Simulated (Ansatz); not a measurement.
Start of a relaxation, clean slab, lower half held (InSb, F-43m (No. 216), (1 0 0) face):

```yaml
crystal:
  lattice:
    - [4.63519, 0.00000, 0.00000]
    - [0.00000, 4.63519, 0.00000]
    - [0.00000, 0.00000, 25.19394]
  atoms:
    - { symbol: Sb, position: [0.00000, 0.50000, 0.33738] }
    - { symbol: In, position: [0.50000, 0.50000, 0.40243] }
    - { symbol: Sb, position: [0.50000, 0.00000, 0.46748] }
    - { symbol: In, position: [0.00000, 0.00000, 0.53252] }
    - { symbol: Sb, position: [0.00000, 0.50000, 0.59757] }
    - { symbol: In, position: [0.50000, 0.50000, 0.66262] }
```

Level of theory: DFT r2SCAN, scalar-relativistic, plane waves, PAW (Ansatz 0.2.0). Cutoff 500 eV; k points 6×6×1 on the computed 6-atom cell (Γ-centred); Gaussian smearing, width 0.10 eV; no spin polarisation. The cell repeats along c with a dipole correction in the vacuum.

Atoms 1, 2, 3 (counted from 1) are held. The cell is fixed. Force threshold 0.03 eV/Å.

```csv
step,E − E_final (eV),largest force (eV/Å)
1,0.018,0.324
2,0.022,0.531
3,0.001,0.055
4,0.000,0.026
```

Task: What is the final structure?

Result:
```
CELL_PARAMETERS angstrom
4.63519 0.00000 0.00000
0.00000 4.63519 0.00000
0.00000 0.00000 25.19394
ATOMIC_POSITIONS crystal
Sb 0.00000 0.50000 0.33738
In 0.50000 0.50000 0.40243
Sb 0.50000 0.00000 0.46748
In 0.00000 0.00000 0.53133
Sb 0.00000 0.50000 0.59798
In 0.50000 0.50000 0.66613
```

Cost: 1 run of about 7.9 core-minutes, on Arm Neoverse V1 (shared hosts).